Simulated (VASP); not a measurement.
# TiAl: molecular dynamics with a monitored distance, by stops when the distance exceeds

TiAl, P4/mmm (no. 123), 16 atoms in the cell. PBE, molecular dynamics; PAW potentials Ti, Al (PBE set).

| Stops when the distance exceeds (Å) | Largest distance met (Å) | Steps run | Mean temperature (K) | Time (s) |
|---|---|---|---|---|
| 3.008 | 2.839 | 80 | 522 | 295 |
| 4.54 | 2.839 | 80 | 522 | 287 |

Limits: 160 fs of 16 atoms are too short for converged averages; the distance is that to the nearest periodic copy, which so small a cell caps.

## Input of the first row

INCAR:
```
  ALGO = Fast
  ANDERSEN_PROB = 0.05
  EDIFF = 1E-5
  ENCUT = 240
  GGA = PE
  IBRION = 0
  ISIF = 2
  ISMEAR = -1
  ISYM = 0
  KPAR = 2
  LASPH = T
  LCHARG = F
  LREAL = Auto
  LWAVE = F
  MDALGO = 1
  NELM = 60
  NELMIN = 4
  NSW = 80
  POTIM = 2.0
  PREC = Normal
  RANDOM_SEED = 965655 0 0
  SIGMA = 0.05
  TEBEG = 600
  TEEND = 600
  VALUE_MAX = 3.008
  VALUE_MIN = 1.419
```

KPOINTS:
```
k-points
0
Monkhorst-Pack
  2 2 2
```

ICONST:
```
R 1 3 7
```

POSCAR:
```
TiAl
1.0
    5.6746000000      0.0000000000      0.0000000000
    0.0000000000      5.6746000000      0.0000000000
    0.0000000000      0.0000000000      8.1182000000
Ti Al
8 8
Direct
    0.0000000000      0.0000000000      0.0000000000
    0.0000000000      0.0000000000      0.5000000000
    0.0000000000      0.5000000000      0.0000000000
    0.0000000000      0.5000000000      0.5000000000
    0.5000000000      0.0000000000      0.0000000000
    0.5000000000      0.0000000000      0.5000000000
    0.5000000000      0.5000000000      0.0000000000
    0.5000000000      0.5000000000      0.5000000000
    0.2500000000      0.2500000000      0.2500000000
    0.2500000000      0.2500000000      0.7500000000
    0.2500000000      0.7500000000      0.2500000000
    0.2500000000      0.7500000000      0.7500000000
    0.7500000000      0.2500000000      0.2500000000
    0.7500000000      0.2500000000      0.7500000000
    0.7500000000      0.7500000000      0.2500000000
    0.7500000000      0.7500000000      0.7500000000
```

Commands:
```
cat potpaw_PBE.64/Ti/POTCAR potpaw_PBE.64/Al/POTCAR > POTCAR
mpirun -np 2 vasp_std > vasp.out
```

Changes of the last row against the first:
```
- VALUE_MAX = 3.008
+ VALUE_MAX = 4.54
```

VASP 6.6.1 took 295 s on 2 cores (AMD EPYC 9R45 (Zen 5)), a shared host.
